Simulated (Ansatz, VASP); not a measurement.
# InP in VASP and in Ansatz

```xyz
2
Lattice="0.0000 2.9538 2.9538 2.8061 0.0000 2.9538 2.8061 2.9538 0.0000" Properties=species:S:1:pos:R:3 pbc="T T T"
In    0.0000    0.0000    0.0000
P     1.4030    1.4769    1.4769
```

Change from the starting cell: uniaxial_x strain -5.0%.

Alike in both runs: task single point; functional PBE; k mesh 8 × 8 × 8; occupations fermi-dirac, width 0.02 eV; no spin polarisation.

|  | VASP | Ansatz |
| --- | --- | --- |
| version | VASP 6.6.1 | Ansatz 0.2.0 |
| potentials or method | VASP PAW PBE potentials, release 64 (In_d, P) | plane waves, PAW |
| plane-wave cutoff (eV) | 520 | 420 |
| valence electrons in the cell | 18 | 18 |

VASP gave:

| Quantity | Value |
| --- | --- |
| pressure (GPa) | 5.4 |
| largest component of the traceless stress (GPa) | 1.17 |

Problem. Estimate Ansatz's values.

Solution. Pressure (GPa): 5.4; largest component of the traceless stress (GPa): 1.16.
